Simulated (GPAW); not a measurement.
Crystal: Cu.

```
Cu
1.0
     2.53410    0.00000    0.00000
    -1.26705    2.19459    0.00000
     0.00000    0.00000    4.11257
Cu
2
Direct
  0.66667 0.33333 0.75000
  0.33333 0.66667 0.25000
```

This isn't the form of Cu at room conditions, which is fcc.

* Program: GPAW 26.7.0
* Task: relaxation of cell and atoms
* Functional: PBEsol
* Dispersion: D3
* Potentials or basis: PAW data sets generated in the run's folder for this functional
* Cutoff: 600 eV
* Basis: pw
* k mesh: 10 × 10 × 6
* Occupations: fermi-dirac, width 0.05 eV
* Spin: no spin polarisation

At the start: pressure -6.4 GPa; volume 11.44 Å³/atom.

Problem. How do energy, volume and symmetry change on relaxing?

Solution. Over 4 steps the energy falls by 8.5 meV/atom and the volume is 11.00 Å³/atom (-3.8 %); space group P6_3/mmc (No. 194, to 0.05 Å).

The path:
| step | energy change (eV) | largest force (eV/Å) | pressure (GPa) | volume (Å³) |
| --- | --- | --- | --- | --- |
| 1 | 0.0000 | 0.0000 | -6.39 | 22.87 |
| 2 | -0.0076 | 0.0000 | -4.92 | 22.65 |
| 3 | -0.0168 | 0.0000 | 0.34 | 21.95 |
| 4 | -0.0169 | 0.0000 | -0.01 | 22.00 |

Final structure:
```yaml
crystal:
  lattice:
    - [2.50095, 0.00000, 0.00000]
    - [-1.25047, 2.16588, 0.00000]
    - [0.00000, 0.00000, 4.06060]
  atoms:
    - { symbol: Cu, position: [0.66667, 0.33333, 0.75000] }
    - { symbol: Cu, position: [0.33333, 0.66667, 0.25000] }
```

Caveat: with this Cu data set, volumes or pressures lay over 1.5 % or 2 GPa off other programs in two to four cells of ten; later steps reuse the first step's grids; pairwise dispersion overbinds metals, which lowers pressure and volume.
